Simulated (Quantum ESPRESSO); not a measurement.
Crystal: TePb.

```xyz
2
Lattice="0.0000 3.2310 3.2310 3.2310 0.0000 3.2310 3.2310 3.2310 0.0000" Properties=species:S:1:pos:R:3 pbc="T T T"
Pb    0.0000    0.0000    0.0000
Te    3.2310    3.2310    3.2310
```

```yaml
Program: Quantum ESPRESSO 7.5
Task: phonons
Functional: PBE
Potentials_or_basis: GBRV 1.5 PBE
Cutoff: 612 eV
Density_cutoff: 4898 eV
k_mesh: 4 × 4 × 4, shifted
Occupations: fermi-dirac, width 0.05 eV
Spin: no spin polarisation
Target_pressure: 10 GPa
Mixing_beta: 0.5
Most_SCF_iterations: 120
SCF_threshold: 4e-10 Ry
```

The cell and the atoms were relaxed first at 10 GPa, to 29.70 Å³/atom (a = 4.380 Å, b = 4.380 Å, c = 4.380 Å, α = 60.00°, β = 60.00°, γ = 60.00°), and the response was taken there.

The first run showed a gap, so the response started from a second, tighter run with fixed occupations.

The run gives a transverse optical frequency of 87 cm⁻¹, an electronic dielectric constant of 39.97 and Born charges of ±5.97 e.

Question: What are the longitudinal frequency and the static dielectric constant?

Answer: The longitudinal mode lies at 130 cm⁻¹, 43 cm⁻¹ over the transverse one, and the static constant is 89.58. The two agree with the Lyddane-Sachs-Teller relation: (130/87)² = 2.23 and 89.58/39.97 = 2.24.

Caveat: the mesh is thin for the dielectric tensor, Born charges and intensities, which usually come out too large; the cell is more than 3 GPa from zero pressure, which shifts response properties.
